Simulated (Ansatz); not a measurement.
**SiO2 (P4_2/mnm): band-curvature effective masses by finite differences**

The task is band-curvature effective masses by finite differences, for SiO2 (P4_2/mnm).

Computed with Ansatz 0.2.0, driven from Python. Level of theory: DFT PBE, plane waves, PAW.

### Step 1. Starting point

Symmetry: P4_2/mnm, No. 136, tetragonal system. The conventional cell has a = 4.177 Å, b = 4.177 Å, c = 2.665 Å, α = 90.00°, β = 90.00°, γ = 90.00°. Around Si (site symmetry mmm) lie 6 O at 1.76 to 1.81 Å. O (site symmetry m2m) is surrounded by 3 Si at 1.76 to 1.81 Å.

The script holds or builds the structure itself.

### Step 2. The script

Input file mass_sio2.py:

```python
"""Band curvature masses of SiO2."""

import warnings

import ansatz as az
import numpy as np


def main() -> None:
    warnings.simplefilter("ignore", az.DeckWarning)

    cell = (
        az.Lattice.of((4.1773, 0.0, 0.0), (0.0, 4.1773, 0.0), (0.0, 0.0, 2.6652))
        .atom("Si", (0.0, 0.0, 0.0))
        .atom("Si", (0.5, 0.5, 0.5))
        .atom("O", (0.3059, 0.3059, 0.0))
        .atom("O", (0.1941, 0.8059, 0.5))
        .atom("O", (0.6941, 0.6941, 0.0))
        .atom("O", (0.8059, 0.1941, 0.5))
    )

    setup = cell.calculation().kpoints(5, 5, 7).occupations("fixed")
    # find the band extrema among the mesh points first
    result = setup.band_table().run()
    summary = result.report
    levels = np.array(summary["eigenvalues_ev"])
    filled = round(summary["n_electrons"] / 2)
    edges = {"top filled band": (filled - 1, levels[:, filled - 1].argmax()), "lowest empty band": (filled, levels[:, filled].argmin())}
    gap = levels[:, filled].min() - levels[:, filled - 1].max()
    print(f"gap on the mesh {gap:.3f} eV")
    if gap <= 0.05:
        print("no gap: band-edge masses have no meaning here")
        edges = {}
    reciprocal = 2 * np.pi * np.linalg.inv(result.lattice.cell_ang).T
    step = 0.03  # 1/A

    # second differences give the curvature tensor; masses are hbar^2/m_e = 7.61996 eV A^2 over its eigenvalues
    pairs = [(0, 1), (0, 2), (1, 2)]
    moves = [sign * axis for axis in np.eye(3) for sign in (-1, 1)]
    moves += [s1 * np.eye(3)[i] + s2 * np.eye(3)[j] for i, j in pairs for s1 in (1, -1) for s2 in (1, -1)]
    for name, (band, index) in edges.items():
        together = int(np.sum(np.abs(levels[index] - levels[index, band]) < 2e-3))
        print(name, "at k =", np.round(summary["kpoints_frac"][index], 4), f"E = {levels[index, band]:.4f} eV, degeneracy {together}")
        centre = np.array(summary["kpoints_frac"][index]) @ reciprocal
        points = [centre] + [centre + step * move for move in moves]
        table = setup.band_structure(points, intervals=1, cartesian=True).run().band_structure().channels[0].eigenvalues_ev
        if together > 1:
            level = np.flatnonzero(np.abs(levels[index] - levels[index, band]) < 2e-3)
            along = (table[1, level] + table[2, level] - 2 * table[0, level]) / step ** 2
            print("  degenerate level, no single mass tensor; masses of its branches along x:", np.round(7.61996 / along, 3), "m_e")
            continue
        e = table[:, band]
        hessian = np.diag((e[1:7:2] + e[2:7:2] - 2 * e[0]) / step ** 2)
        for (i, j), (pp, pm, mp, mm) in zip(pairs, e[7:].reshape(3, 4)):
            hessian[i, j] = hessian[j, i] = (pp - pm - mp + mm) / (4 * step ** 2)
        curvatures, axes = np.linalg.eigh(hessian)
        slope = (e[2:7:2] - e[1:7:2]) / (2 * step)
        print("  slope (eV A):", np.round(slope, 3) + 0.0, "" if np.abs(slope).max() < 0.05 else "- no extremum here, so these are local curvatures and no band-edge masses")
        for curvature, axis in zip(curvatures, axes.T):
            print(f"  principal mass {7.61996 / curvature:8.3f} m_e along", np.round(axis, 2) + 0.0)


if __name__ == "__main__":
    main()
```

### Step 3. The input behind the calls

The package turns the script's settings into the engine's input (first run):

```yaml
crystal:
  lattice:
    - [4.1773, 0.0, 0.0]
    - [0.0, 4.1773, 0.0]
    - [0.0, 0.0, 2.6652]
  atoms:
    - { symbol: Si, position: [0.0, 0.0, 0.0] }
    - { symbol: Si, position: [0.5, 0.5, 0.5] }
    - { symbol: O, position: [0.3059, 0.3059, 0.0] }
    - { symbol: O, position: [0.1941, 0.8059, 0.5] }
    - { symbol: O, position: [0.6941, 0.6941, 0.0] }
    - { symbol: O, position: [0.8059, 0.1941, 0.5] }
kpoints:
  mp_grid:
    grid: [5, 5, 7]
scf:
  occupations:
    method: fixed
output:
  eigenvalues: true
```

### Step 4. Running it

The run is started by

```
python mass_sio2.py
```

Output:

```text
gap on the mesh 5.638 eV
top filled band at k = [0. 0. 0.] E = 10.6141 eV, degeneracy 1
  slope (eV A): [0. 0. 0.]
  principal mass   -1.082 m_e along [0.07 1.   0.  ]
  principal mass   -1.082 m_e along [-1.    0.07  0.  ]
  principal mass   -1.786 m_e along [ 0.  0. -1.]
lowest empty band at k = [0. 0. 0.] E = 16.2519 eV, degeneracy 1
  slope (eV A): [0. 0. 0.]
  principal mass    0.487 m_e along [0.07 1.   0.  ]
  principal mass    0.487 m_e along [ 1.   -0.07  0.  ]
  principal mass    0.384 m_e along [0. 0. 1.]
```

It took 4.8 s on 1 thread of Arm Neoverse V2, shared host; peak memory 0.37 GiB.

### Step 5. Inputs of later runs

The engine's inputs for the other runs:

Run 2, against run 1:

```diff
@@ -15,0 +16,22 @@
+  band_path:
+    path:
+      - [0.0, 0.0, 0.0]
+      - [-0.01994513831333323, 0.0, 0.0]
+      - [0.01994513831333323, 0.0, 0.0]
+      - [0.0, -0.01994513831333323, 0.0]
+      - [0.0, 0.01994513831333323, 0.0]
+      - [0.0, 0.0, -0.012725392629855585]
+      - [0.0, 0.0, 0.012725392629855585]
+      - [0.01994513831333323, 0.01994513831333323, 0.0]
+      - [0.01994513831333323, -0.01994513831333323, 0.0]
+      - [-0.01994513831333323, 0.01994513831333323, 0.0]
+      - [-0.01994513831333323, -0.01994513831333323, 0.0]
+      - [0.01994513831333323, 0.0, 0.012725392629855585]
+      - [0.01994513831333323, 0.0, -0.012725392629855585]
+      - [-0.01994513831333323, 0.0, 0.012725392629855585]
+      - [-0.01994513831333323, 0.0, -0.012725392629855585]
+      - [0.0, 0.01994513831333323, 0.012725392629855585]
+      - [0.0, 0.01994513831333323, -0.012725392629855585]
+      - [0.0, -0.01994513831333323, 0.012725392629855585]
+      - [0.0, -0.01994513831333323, -0.012725392629855585]
+    npoints: 1
@@ -19,2 +40,0 @@
-output:
-  eigenvalues: true
```

Run 3, against run 1:

```diff
@@ -15,0 +16,22 @@
+  band_path:
+    path:
+      - [0.0, 0.0, 0.0]
+      - [-0.01994513831333323, 0.0, 0.0]
+      - [0.01994513831333323, 0.0, 0.0]
+      - [0.0, -0.01994513831333323, 0.0]
+      - [0.0, 0.01994513831333323, 0.0]
+      - [0.0, 0.0, -0.012725392629855585]
+      - [0.0, 0.0, 0.012725392629855585]
+      - [0.01994513831333323, 0.01994513831333323, 0.0]
+      - [0.01994513831333323, -0.01994513831333323, 0.0]
+      - [-0.01994513831333323, 0.01994513831333323, 0.0]
+      - [-0.01994513831333323, -0.01994513831333323, 0.0]
+      - [0.01994513831333323, 0.0, 0.012725392629855585]
+      - [0.01994513831333323, 0.0, -0.012725392629855585]
+      - [-0.01994513831333323, 0.0, 0.012725392629855585]
+      - [-0.01994513831333323, 0.0, -0.012725392629855585]
+      - [0.0, 0.01994513831333323, 0.012725392629855585]
+      - [0.0, 0.01994513831333323, -0.012725392629855585]
+      - [0.0, -0.01994513831333323, 0.012725392629855585]
+      - [0.0, -0.01994513831333323, -0.012725392629855585]
+    npoints: 1
@@ -19,2 +40,0 @@
-output:
-  eigenvalues: true
```

Lines on the test bed's own set-up are left out of the output.

### Step 6. The runs side by side

One row for each of the 3 runs:

```
run   kind of run  energy from run 1 (meV/atom)  gap on the mesh (eV)  SCF cycles  CPU time (s)
  1  single point                          0.00                  5.64           6             1
  2     band path                          0.00                  5.64           6           1.6
  3     band path                          0.00                  5.64           6           1.6
```

### Step 7. What came out

```
                           quantity                                    value
                      runs compared                                        3
  top filled band at k (as printed)  [0. 0. 0.] E = 10.6141 eV, degeneracy 1
          slope (eV A) (as printed)                               [0. 0. 0.]
lowest empty band at k (as printed)  [0. 0. 0.] E = 16.2519 eV, degeneracy 1
```

In words: All 3 runs converged. Notes:
- Along an axis with an odd division the mesh misses the point at one half; a gap read on a finite mesh is an upper bound on this functional's gap.
- No functional is typed, so the default, PBE, holds.
- Levels are Kohn-Sham eigenvalues on this mesh.
- The masses are finite-difference curvatures at extrema found on a coarse mesh, which needn't be the true band edges; a step that is long against the gap makes them too heavy. Negative values are curvatures of valence bands (the hole mass is their size). Spin-orbit coupling is left out, and light masses scale with the Kohn-Sham gap.
